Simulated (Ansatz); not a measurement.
# AlNi3: ferro- or antiferromagnet

Aim: compare arrangements of the moments in a cell of AlNi3: parallel, none, and patterns of up and down. Methods of the runs shown: PAW and LAPW. Its runs: parallel moments (PAW and LAPW); no spin polarisation (PAW); moments start ++- (PAW and LAPW).

Program: Ansatz 0.2.0. Level of theory: DFT PBE, with the methods named in each step. These are calculated values, not measurements.

## (1) The starting structure

It takes space group Pm-3m (No. 221, cubic). Conventional cell: a = 3.523 Å, b = 3.523 Å, c = 3.523 Å, α = 90.00°, β = 90.00°, γ = 90.00°. Al (site symmetry m-3m) has 12 Ni at 2.49 Å as nearest neighbours. Ni (site symmetry 4/mmm) is surrounded by 4 Al at 2.49 Å and 8 Ni at 2.49 Å.

Coordinates:

```cif
data_structure
_symmetry_space_group_name_H-M 'P 1'
_symmetry_Int_Tables_number 1
_cell_length_a 3.5231
_cell_length_b 3.5231
_cell_length_c 3.5231
_cell_angle_alpha 90.000
_cell_angle_beta 90.000
_cell_angle_gamma 90.000
_cell_volume 43.73
loop_
_atom_site_label
_atom_site_type_symbol
_atom_site_fract_x
_atom_site_fract_y
_atom_site_fract_z
_atom_site_occupancy
Al1 Al 0.00000 0.00000 0.00000 1
Ni1 Ni 0.00000 0.50000 0.50000 1
Ni2 Ni 0.50000 0.00000 0.50000 1
Ni3 Ni 0.50000 0.50000 0.00000 1
```

In patterns such as +-, the signs follow the magnetic atoms in the order of the input.

Atoms are numbered in the order of the input: Al1, Ni2, Ni3, Ni4.

## (2) Parallel moments, PAW

input.yaml

```yaml
crystal:
  lattice:
    - [3.5230547267, 0.0, 0.0]
    - [0.0, 3.5230547267, 0.0]
    - [0.0, 0.0, 3.5230547267]
  atoms:
    - { symbol: Al, position: [0.0, 0.0, 0.0] }
    - { symbol: Ni, position: [0.0, 0.5, 0.5], spin: 1.5 }
    - { symbol: Ni, position: [0.5, 0.0, 0.5], spin: 1.5 }
    - { symbol: Ni, position: [0.5, 0.5, 0.0], spin: 1.5 }
magnetization:
  spin_polarized: true
kpoints:
  mp_grid: { grid: [10, 10, 10] }
scf:
  occupations: { method: fermi_dirac, width: 0.03 }
  lower_state_search: "off"
hamiltonian:
  xc: pbe
  pseudopotentials: { kind: paw }
output:
  forces: true
  stress: true
  eigenvalues: true
  populations: true
  write_density: true
  write_potential: true
  elf: true
  volumetric_format: npy
```

The run is started by

```
$ ansatz run input.yaml --threads 2 --pin off --max-ram 6144MiB --backend cpu --events-out ev --progress --plain --runs-dir out
```

What it wrote:

```text
Engine: ansatz 0.2.0
Pseudopotentials: kind: paw
Pseudopotential: Al, paw, valence charge 3, recommended cutoff 420 eV (normal)
Pseudopotential: Ni, paw, valence charge 18, recommended cutoff 420 eV (normal)
Functional definition: PBE
  parameter kappa = 0.804
  parameter beta = 0.06672455060314922
  exchange = pbe_x(kappa = kappa, mu = beta*pi^2/3)
  correlation = pbe_c(beta = beta)
Crystal: 4 atoms, lattice volume = 43.728 Å³
Basis set: ecut = 420 eV, 847 PW (Γ), exchange–correlation on 48×48×48 points (8 copies of the dense FFT grid, shifted against one another)
Bands: 37, of which v1, the nominal top of the filled ones, is band 29 counted from 1 (28 counted from 0)
Symmetry: 48 space group operations
Space group: Pm-3m (ITA 221), of the structure as read, at distance tolerance 3.5e-5 Å
Magnetic group: BNS 221.92 (UNI 1594), of the structure as read, at distance tolerance 3.5e-5 Å
k-points: 56 of 1000
Non-local potential: Al, projectors of the file, l = 0: 2, l = 1: 2, l = 2: 1
Non-local potential: Ni, projectors of the file, l = 0: 3, l = 1: 2, l = 2: 3, l = 3: 1
PAW form: soft (Blöchl's): semilocal exchange-correlation on the pseudo side does not see the compensation charge
PAW one-centre angular grid: Al, 110 points (default); XC on 64 Gauss nodes
PAW one-centre angular grid: Ni, 590 points (default); XC on 64 Gauss nodes
Initial density: superposition of atomic densities (chi_scale 0.1, normalization cell)
Starting moments: Σ|m| = 4.5 μB on 3 of 4 sites
Initial wavefunctions: pseudopotential atomic-orbital guess
Functional: x = pbe(κ = 0.804, μ = 0.2195149727645171), c = pbe(β = 0.06672455060314922)
iter 1 solved again at ethr=2.37e-3 eV; its pass at ethr=3.10e-3 eV (dr2=1.35e0 eV) is discarded
SCF iter   1: F=—  HF=-18057.873848 eV  |F-HF|=—  |Δ(HF+E_count)|=         —  Δρ=1.34e-1 (↑8.57e-2 ↓1.34e-1)  dr2=1.35e0  dr2_m=4.71e0  M=1.277 μB ∫|m|=1.684 μB  β_m=0.30  ethr=2.37e-3  ⟨swp⟩=1.0  Hψ=20571  notcnv=0
preconditioner: auto → Kerker (q_TF=auto, 2.852 Å⁻¹)  [metal: Δε(μ)=0.013 eV  Ē_g=9.572 eV  σ=0.030 eV  W_gap=0.11  n_scr=18 (ndim 8)  ℏωp=32.3 eV  f_vac=0.000  D(μ)=2.53/eV (n_scr^D=26)]
spin=Collinear: Kerker preconditioning applied to the charge; magnetization (m = ρ↑ − ρ↓) channel mixes plain (no charge-response kernel on spin).
SCF iter   2: F=—  HF=-18058.123271 eV  |F-HF|=—  |Δ(HF+E_count)|=   2.49e-1  Δρ=8.84e-2 (↑7.76e-2 ↓8.84e-2)  dr2=4.42e-1  dr2_m=2.69e0  M=1.161 μB ∫|m|=1.573 μB  β_m=0.30  ethr=2.36e-3  ⟨swp⟩=2.2  Hψ=5245  notcnv=0
SCF iter   3: F=—  HF=-18058.222908 eV  |F-HF|=—  |Δ(HF+E_count)|=   9.96e-2  Δρ=6.98e-2 (↑5.87e-2 ↓6.98e-2)  dr2=2.86e-1  dr2_m=1.62e0  M=1.041 μB ∫|m|=1.447 μB  β_m=0.30  ethr=7.75e-4  ⟨swp⟩=2.0  Hψ=5576  notcnv=0  defer=222
SCF iter   4: F=—  HF=-18058.195423 eV  |F-HF|=—  |Δ(HF+E_count)|=   2.75e-2  Δρ=5.53e-2 (↑5.53e-2 ↓3.87e-2)  dr2=7.03e-2  dr2_m=8.73e-1  M=1.016 μB ∫|m|=1.402 μB  β_m=0.30  ethr=5.01e-4  ⟨swp⟩=2.9  Hψ=6995  notcnv=0  defer=228
SCF iter   5: F=—  HF=-18058.272540 eV  |F-HF|=—  |Δ(HF+E_count)|=   7.71e-2  Δρ=3.71e-2 (↑3.71e-2 ↓3.40e-2)  dr2=4.46e-3  dr2_m=5.03e-1  M=0.984 μB ∫|m|=1.332 μB  β_m=0.30  ethr=1.23e-4  ⟨swp⟩=2.7  Hψ=7227  notcnv=0  defer=258
SCF iter   6: F=—  HF=-18058.308521 eV  |F-HF|=—  |Δ(HF+E_count)|=   3.60e-2  Δρ=2.86e-2 (↑2.86e-2 ↓2.53e-2)  dr2=4.74e-3  dr2_m=2.92e-1  M=0.955 μB ∫|m|=1.281 μB  β_m=0.30  ethr=7.82e-6  ⟨swp⟩=2.0  Hψ=7606  notcnv=0  defer=269
SCF iter   7: F=—  HF=-18058.326463 eV  |F-HF|=—  |Δ(HF+E_count)|=   1.79e-2  Δρ=2.21e-2 (↑2.21e-2 ↓2.11e-2)  dr2=8.36e-4  dr2_m=1.86e-1  M=0.908 μB ∫|m|=1.224 μB  β_m=0.30  ethr=7.82e-6  ⟨swp⟩=1.7  Hψ=4891  notcnv=0  defer=269
SCF iter   8: F=—  HF=-18058.337693 eV  |F-HF|=—  |Δ(HF+E_count)|=   1.12e-2  Δρ=1.78e-2 (↑1.73e-2 ↓1.78e-2)  dr2=6.04e-5  dr2_m=1.24e-1  M=0.863 μB ∫|m|=1.172 μB  β_m=0.30  ethr=1.47e-6  ⟨swp⟩=2.0  Hψ=6750  notcnv=0  defer=269
Mixer restart at iter 8: flushing history
spin-set hold released at iteration 8 (site moments contracting): the magnetisation degrees of freedom join the quasi-Newton model from the next iteration; the mixer history was flushed
SCF iter   9: F=—  HF=-18058.345478 eV  |F-HF|=—  |Δ(HF+E_count)|=   7.78e-3  Δρ=1.52e-2 (↑1.36e-2 ↓1.52e-2)  dr2=7.03e-4  dr2_m=8.28e-2  M=0.827 μB ∫|m|=1.127 μB  β_m=0.49  ethr=1.06e-7  ⟨swp⟩=2.1  Hψ=6983  notcnv=0  defer=269
SCF iter  10: F=—  HF=-18058.361175 eV  |F-HF|=—  |Δ(HF+E_count)|=   1.57e-2  Δρ=6.39e-3 (↑6.39e-3 ↓1.18e-3)  dr2=1.31e-2  dr2_m=2.85e-3  M=0.747 μB ∫|m|=0.994 μB  β_m=0.45  ethr=1.06e-7  ⟨swp⟩=2.9  Hψ=9527  notcnv=0  defer=272
SCF iter  11: F=—  HF=-18058.359092 eV  |F-HF|=—  |Δ(HF+E_count)|=   2.08e-3  Δρ=1.16e-3 (↑8.81e-4 ↓1.16e-3)  dr2=3.44e-5  dr2_m=3.97e-4  M=0.726 μB ∫|m|=0.948 μB  β_m=0.72  ethr=1.06e-7  ⟨swp⟩=3.0  Hψ=9503  notcnv=0  defer=276
SCF iter  12: F=—  HF=-18058.359472 eV  |F-HF|=—  |Δ(HF+E_count)|=   3.80e-4  Δρ=5.43e-4 (↑5.43e-4 ↓3.76e-4)  dr2=1.49e-5  dr2_m=7.77e-5  M=0.731 μB ∫|m|=0.945 μB  β_m=0.86  ethr=6.04e-8  ⟨swp⟩=2.0  Hψ=6258  notcnv=0  defer=276
SCF iter  13: F=—  HF=-18058.359583 eV  |F-HF|=—  |Δ(HF+E_count)|=   1.11e-4  Δρ=2.41e-4 (↑2.41e-4 ↓2.03e-4)  dr2=4.25e-5  dr2_m=2.02e-6  M=0.729 μB ∫|m|=0.933 μB  β_m=0.84  ethr=2.61e-8  ⟨swp⟩=2.0  Hψ=6386  notcnv=0  defer=276
SCF iter  14: F=—  HF=-18058.359580 eV  |F-HF|=—  |Δ(HF+E_count)|=   2.92e-6  Δρ=5.21e-5 (↑1.19e-5 ↓5.21e-5)  dr2=1.02e-6  dr2_m=2.40e-7  M=0.729 μB ∫|m|=0.930 μB  β_m=0.92  ethr=2.61e-8  ⟨swp⟩=2.3  Hψ=6362  notcnv=0  defer=276
SCF iter  15: F=—  HF=-18058.359580 eV  |F-HF|=—  |Δ(HF+E_count)|=   1.24e-7  Δρ=2.29e-5 (↑2.29e-5 ↓8.44e-6)  dr2=1.06e-7  dr2_m=8.74e-8  M=0.728 μB ∫|m|=0.929 μB  β_m=0.91  ethr=1.79e-9  ⟨swp⟩=1.8  Hψ=4686  notcnv=0  defer=276
SCF iter  16: F=-18058.359580 eV  HF=-18058.359580 eV  |F-HF|=2.87e-9  |Δ(HF+E_count)|=   2.50e-9  Δρ=1.70e-6 (↑1.50e-6 ↓1.70e-6)  dr2=3.75e-9  dr2_m=5.14e-10  M=0.729 μB ∫|m|=0.929 μB  ethr=1.75e-10  ⟨swp⟩=11.5  Hψ=25254  notcnv=0
SCF 1 converged in 16 iterations: F = -18058.359580 eV  dr2 = 3.75e-9
SCF converged after 16 iterations
Magnetization: 0.7285 μB (28.8643 up, 28.1357 down)
Absolute magnetization: 0.9295 μB (∫|ρ↑−ρ↓|, with the PAW one-centre terms)
Spin contamination: 0.0095 ħ² per cell (⟨S²⟩ above its minimum at these occupations)
Per-site moments (μB) at R_I (Å): [(-0.017766231939352103, 1.0276100536931165), (0.27215181287325574, 1.0276100536931165), (0.27215181287325624, 1.0276100536931165), (0.272151812873256, 1.0276100536931165)]
Free energy (F): -18058.359580 eV
Harris-Foulkes:  -18058.359580 eV  (|F-HF|=2.87e-9)
Internal energy: -18058.350281 eV  (E = F + TS)
E sigma→0 (E₀):  -18058.354931 eV
Entropy (-TS):   -0.009299 eV (-2.325 meV/atom)
Fermi energy:    16.482190 eV
--- Per-component energies (eV) ---
  E_band       = -901.380228
  E_kinetic    = 879.130309
  E_local      = -11867.270746  (includes V_loc(G=0)·N_el)
  E_nonlocal   = 1916.713335
  E_hartree    = 5057.230040
  E_xc         = -297.761754
  E_vxc        = -361.830939  (∫ρ·V_xc dr)
  E_paw        = -5358.213631  (= ΣΔE_a)
  E_vpaw       = -1582.582529  (= ΣTr[D̂ρ^β])
  E_aug_tail   = 0.001709  (compensation charges beyond the density's cutoff)
  E_ewald      = -8388.179542
  E_smearing   = -0.009299  (= −TS)
  E_closure    = 0.000000  (closes the sum)
  Σ components = -18058.359580   (vs F -18058.359580, Δ=0.00e0)
--- Forces (eV/Å), atoms counted from 1 ---
  atom   1  Al    -0.00000000    -0.00000000     0.00000000
  atom   2  Ni     0.00000000    -0.00000000     0.00000000
  atom   3  Ni     0.00000000    -0.00000000     0.00000000
  atom   4  Ni    -0.00000000     0.00000000     0.00000000
  max |Σ_I F_I| component: 6.15e-29 eV/Å
--- Stress (GPa, compression-positive) ---
        7.309544       0.000000       0.000000
        0.000000       7.309544       0.000000
        0.000000       0.000000       7.309544
  P = ⅓ Tr σ = 7.3095 GPa (73.095 kbar)
--- Band table (eV; the first three rows and the last of 112) ---
  k-point 0 ↑: bands = ["-86.7245", "-86.6913", "-86.6913", "-47.1770", "-47.1770", "-47.1770", "-47.0925", "-47.0925", "-47.0925", "-47.0283", "-47.0283", "-47.0283", "6.2489", "11.9465", "12.6439", "12.6439", "13.0057", "13.0057", "13.0057", "15.0319", "15.0319", "15.0319", "15.8925", "15.8925", "16.2093", "16.3905", "16.3905", "16.3905", "17.3021", "17.3021", "17.3021", "23.1561", "23.1561", "24.0271", "28.9151", "28.9151", "28.9151"]
  k-point 1 ↑: bands = ["-86.7238", "-86.6920", "-86.6913", "-47.1749", "-47.1749", "-47.1736", "-47.0931", "-47.0931", "-47.0926", "-47.0320", "-47.0298", "-47.0298", "6.3740", "11.9851", "12.5705", "12.7238", "13.0274", "13.0274", "13.0353", "14.9605", "14.9605", "14.9993", "15.8170", "15.8941", "16.1026", "16.1026", "16.1626", "16.3906", "16.8157", "17.7511", "17.7511", "23.1438", "23.5107", "24.4732", "28.2934", "28.2934", "28.5535"]
  k-point 2 ↑: bands = ["-86.7217", "-86.6940", "-86.6912", "-47.1692", "-47.1692", "-47.1638", "-47.0948", "-47.0948", "-47.0930", "-47.0427", "-47.0339", "-47.0339", "6.7451", "11.9530", "12.4169", "12.9505", "13.0891", "13.0891", "13.1180", "14.7724", "14.7724", "14.9087", "15.5215", "15.7217", "15.7217", "15.8874", "16.0205", "16.0342", "16.3909", "18.6032", "18.6032", "23.1080", "23.7687", "25.9988", "26.7234", "26.7234", "27.8339"]
  k-point 55 ↓: bands = ["-86.3568", "-86.3568", "-86.3568", "-46.8603", "-46.8603", "-46.8603", "-46.8267", "-46.7324", "-46.7324", "-46.7324", "-46.6372", "-46.6372", "10.6970", "12.5431", "12.5431", "12.5431", "14.2906", "14.2906", "14.2906", "14.6035", "14.6035", "14.6035", "15.2674", "15.2674", "15.2674", "15.5555", "15.5555", "16.1504", "16.6055", "16.6055", "16.6055", "20.1548", "20.8118", "20.8118", "20.8118", "34.7342", "34.7342"]
--- Löwdin populations: 4 sites ---
  site symbol       q [e]    m [muB]
     0     Al      3.5503    -0.0485
     1     Ni     17.6258     0.2693
     2     Ni     17.6258     0.2693
     3     Ni     17.6258     0.2693
  spilling = 0.010040 (of n_electrons = 57.000000)
```

Wall time 8.4 s (2 threads of AMD EPYC 7R43 (Zen 3), shared host); peak memory 0.47 GiB.

In short: total moment 0.73 μB; site moments Al1 -0.02, Ni2 0.27, Ni3 0.27, Ni4 0.27 μB; pressure 7.31 GPa; no gap.

Density in a lattice plane of the grid's cell (edges 3.52 and 3.52 Å, at 0.000 of the third edge), which holds Al and Ni.

Ten even steps from '0' (0.06 e/Å³) to '9' (60.59 e/Å³):
```
000000000000000000000000
000000000000000000000000
000000000000000000000000
000000000000000000000000
000000000000000000000000
000000000000000000000000
000000000001110000000000
000000000012321000000000
000000000135753100000000
000000000247974200000000
000000000135753100000000
000000000012321000000000
000000000001110000000000
000000000000000000000000
000000000000000000000000
000000000000000000000000
000000000000000000000000
000000000000000000000000
000000000000000000000000
000000000000000000000000
```
Columns run along the first of these edges and rows up along the second, over one cell in 24 and 20 even steps from the bottom left corner. Atoms in the plane (fractional): Al at (0.00, 0.00), Ni at (0.50, 0.50).

ELF in the same plane.

Values, 12 rows by 12 columns:
```
0.06 0.03 0.16 0.41 0.42 0.33 0.29 0.33 0.42 0.41 0.16 0.03
0.07 0.16 0.39 0.47 0.37 0.26 0.22 0.26 0.37 0.47 0.39 0.16
0.35 0.41 0.47 0.37 0.24 0.21 0.20 0.21 0.24 0.37 0.47 0.41
0.42 0.42 0.37 0.24 0.23 0.28 0.31 0.28 0.23 0.24 0.37 0.42
0.34 0.33 0.26 0.21 0.28 0.44 0.55 0.44 0.28 0.21 0.26 0.33
0.30 0.29 0.22 0.20 0.31 0.55 0.73 0.55 0.31 0.20 0.22 0.29
0.34 0.33 0.26 0.21 0.28 0.44 0.55 0.44 0.28 0.21 0.26 0.33
0.42 0.42 0.37 0.24 0.23 0.28 0.31 0.28 0.23 0.24 0.37 0.42
0.35 0.41 0.47 0.37 0.24 0.21 0.20 0.21 0.24 0.37 0.47 0.41
0.07 0.16 0.39 0.47 0.37 0.26 0.22 0.26 0.37 0.47 0.39 0.16
0.06 0.03 0.16 0.41 0.42 0.33 0.29 0.33 0.42 0.41 0.16 0.03
0.17 0.06 0.07 0.35 0.42 0.34 0.30 0.34 0.42 0.35 0.07 0.06
```
Columns run along the first of these edges and rows up along the second, over one cell in 12 and 12 even steps from the bottom left corner. Atoms in the plane (fractional): Al at (0.00, 0.00), Ni at (0.50, 0.50).

Both are smooth fields of the valence electrons: close to the nuclei they are not physical.

Spin density (up less down) in a lattice plane of the grid's cell (edges 3.52 and 3.52 Å, at 0.000 of the third edge), which holds Al and Ni.

Values in e/Å³, 12 rows by 12 columns:
```
0.00 0.00 0.00 0.00 0.00 0.00 0.00 0.00 0.00 0.00 0.00 0.00
0.00 0.00 0.00 0.00 0.00 0.00 0.00 0.00 0.00 0.00 0.00 0.00
0.00 0.00 0.00 0.00 0.00 0.00 0.00 0.00 0.00 0.00 0.00 0.00
0.00 0.00 0.00 0.00 0.00 0.01 0.04 0.01 0.00 0.00 0.00 0.00
0.00 0.00 0.00 0.00 0.01 0.17 0.48 0.17 0.01 0.00 0.00 0.00
0.00 0.00 0.00 0.00 0.04 0.48 1.18 0.48 0.04 0.00 0.00 0.00
0.00 0.00 0.00 0.00 0.01 0.17 0.48 0.17 0.01 0.00 0.00 0.00
0.00 0.00 0.00 0.00 0.00 0.01 0.04 0.01 0.00 0.00 0.00 0.00
0.00 0.00 0.00 0.00 0.00 0.00 0.00 0.00 0.00 0.00 0.00 0.00
0.00 0.00 0.00 0.00 0.00 0.00 0.00 0.00 0.00 0.00 0.00 0.00
0.00 0.00 0.00 0.00 0.00 0.00 0.00 0.00 0.00 0.00 0.00 0.00
0.00 0.00 0.00 0.00 0.00 0.00 0.00 0.00 0.00 0.00 0.00 0.00
```
Columns run along the first of these edges and rows up along the second, over one cell in 12 and 12 even steps from the bottom left corner. Atoms in the plane (fractional): Al at (0.00, 0.00), Ni at (0.50, 0.50).

Outside the cores ELF peaks at 0.52 beside Al, off the lines to its neighbours, 1.0 Å from Al.

## (3) Parallel moments, LAPW

input.yaml

```yaml
crystal:
  lattice:
    - [3.5230547267, 0.0, 0.0]
    - [0.0, 3.5230547267, 0.0]
    - [0.0, 0.0, 3.5230547267]
  atoms:
    - { symbol: Al, position: [0.0, 0.0, 0.0] }
    - { symbol: Ni, position: [0.0, 0.5, 0.5], spin: 0.3 }
    - { symbol: Ni, position: [0.5, 0.0, 0.5], spin: 0.3 }
    - { symbol: Ni, position: [0.5, 0.5, 0.0], spin: 0.3 }
magnetization:
  spin_polarized: true
kpoints:
  mp_grid: { grid: [10, 10, 10] }
scf:
  occupations: { method: fermi_dirac, width: 0.03 }
  lower_state_search: "off"
hamiltonian:
  xc: pbe
  pseudopotentials: { kind: all_electron, lapw: { basis_error: 0.001 } }
output:
  forces: true
  stress: true
  eigenvalues: true
  populations: true
```

The run is started by

```
$ ansatz run input.yaml --threads 2 --pin off --max-ram 6144MiB --backend cpu --events-out ev --progress --plain --runs-dir out
```

What it wrote (excerpt; [...] marks lines left out):

```text
Al: projections on atomic orbitals take those of the free atom 1s2 2s2 2p6 3s2 3p1, of charge +0.00 (hamiltonian.pseudopotentials.projection_atoms)
Ni: projections on atomic orbitals take those of the free atom 1s2 2s2 2p6 3s2 3p6 3d8 4s2, of charge +0.00 (hamiltonian.pseudopotentials.projection_atoms)
LAPW: plane waves up to 9.014 Å⁻¹, error target 1.0e-3 eV per atom; small_component_spin mean_spin; Al in spheres of 1.246 Å, 11 of its electrons in bands, Dirac shells []; Ni in spheres of 1.246 Å, 18 of its electrons in bands, Dirac shells []
[...]
Pseudopotentials: kind: all_electron
Pseudopotential: Al, LAPW, valence charge 11, Koelling and Harmon's equation, gaussian nucleus
Pseudopotential: Ni, LAPW, valence charge 18, Koelling and Harmon's equation, gaussian nucleus
[... 1 set-up line as earlier in the session ...]
[...]
Crystal: 4 atoms, lattice volume = 43.728 Å³
[...]
Free energy (F): -130757.797867 eV
[...]
E sigma→0 (E₀):  -130757.793291 eV
Entropy (-TS):   -0.009153 eV (-2.288 meV/atom)
Fermi energy:    17.282766 eV
[...]
--- Forces (eV/Å), atoms counted from 1 ---
  atom   1  Al     0.00000000    -0.00000000     0.00000000
  atom   2  Ni     0.00000000     0.00000000     0.00000000
  atom   3  Ni     0.00000000    -0.00000000     0.00000000
  atom   4  Ni     0.00000000     0.00000000     0.00000000
[...]
--- Stress (GPa, compression-positive) ---
        7.250182      -0.000000       0.000000
       -0.000000       7.250182       0.000000
        0.000000       0.000000       7.250182
  P = ⅓ Tr σ = 7.2502 GPa (72.502 kbar)
--- Band table (eV; the first three rows and the last of 112) ---
[...]
--- Löwdin populations: 4 sites ---
  site symbol       q [e]    m [muB]
     0     Al     13.6965    -0.0504
     1     Ni     27.5775     0.2711
     2     Ni     27.5775     0.2711
     3     Ni     27.5775     0.2711
  spilling = 0.005888 (of n_electrons = 97.000000)
```

Wall time 52 s (2 threads of AMD EPYC 7R43 (Zen 3), shared host); peak memory 0.83 GiB.

Read from it: total moment 0.73 μB; site moments Al1 -0.03, Ni2 0.27, Ni3 0.27, Ni4 0.27 μB; pressure 7.25 GPa; no gap.

## (4) No spin polarisation, PAW

input.yaml

```yaml
crystal:
  lattice:
    - [3.5230547267, 0.0, 0.0]
    - [0.0, 3.5230547267, 0.0]
    - [0.0, 0.0, 3.5230547267]
  atoms:
    - { symbol: Al, position: [0.0, 0.0, 0.0] }
    - { symbol: Ni, position: [0.0, 0.5, 0.5] }
    - { symbol: Ni, position: [0.5, 0.0, 0.5] }
    - { symbol: Ni, position: [0.5, 0.5, 0.0] }
kpoints:
  mp_grid: { grid: [10, 10, 10] }
scf:
  occupations: { method: fermi_dirac, width: 0.03 }
  lower_state_search: "off"
hamiltonian:
  xc: pbe
  pseudopotentials: { kind: paw }
output:
  forces: true
  stress: true
  eigenvalues: true
```

The run is started by

```
$ ansatz run input.yaml --threads 2 --pin off --max-ram 6144MiB --backend cpu --events-out ev --progress --plain --runs-dir out
```

What it wrote (excerpt; [...] marks lines left out):

```text
[...]
[... 4 set-up lines as earlier in the session ...]
[...]
Crystal: 4 atoms, lattice volume = 43.728 Å³
Basis set: ecut = 420 eV, 847 PW (Γ), exchange–correlation on 48×48×48 points (8 copies of the dense FFT grid, shifted against one another)
Bands: 35, of which v1, the nominal top of the filled ones, is band 29 counted from 1 (28 counted from 0)
[... 2 set-up lines as earlier in the session ...]
k-points: 56 of 1000
[...]
SCF iter   1: F=—  HF=-18058.346539 eV  |F-HF|=—  |Δ(HF+E_count)|=         —  Δρ=8.00e-3  dr2=1.52e-2  ethr=1.77e-3  ⟨swp⟩=5.8  Hψ=6864  notcnv=0  defer=2
[...]
SCF iter   6: F=-18058.344278 eV  HF=-18058.344278 eV  |F-HF|=2.12e-8  |Δ(HF+E_count)|=   1.99e-7  Δρ=1.62e-5  dr2=9.13e-8  ethr=1.75e-10  ⟨swp⟩=7.1  Hψ=8417  notcnv=0
[...]
SCF converged after 6 iterations
Free energy (F): -18058.344278 eV
[...]
E sigma→0 (E₀):  -18058.336189 eV
Entropy (-TS):   -0.016179 eV (-4.045 meV/atom)
Fermi energy:    16.426337 eV
[...]
--- Forces (eV/Å), atoms counted from 1 ---
  atom   1  Al     0.00000000    -0.00000000    -0.00000000
  atom   2  Ni     0.00000000    -0.00000000     0.00000000
  atom   3  Ni    -0.00000000    -0.00000000     0.00000000
  atom   4  Ni     0.00000000    -0.00000000    -0.00000000
[...]
--- Stress (GPa, compression-positive) ---
        7.003938      -0.000000       0.000000
        0.000000       7.003938       0.000000
        0.000000       0.000000       7.003938
  P = ⅓ Tr σ = 7.0039 GPa (70.039 kbar)
--- Band table (eV; the first three rows and the last of 56) ---
[...]
```

Wall time 2.2 s (2 threads of AMD EPYC 7R43 (Zen 3), shared host); peak memory 0.41 GiB.

Read from it: pressure 7.00 GPa; no gap.

(Part 1 of 2 ends here.)
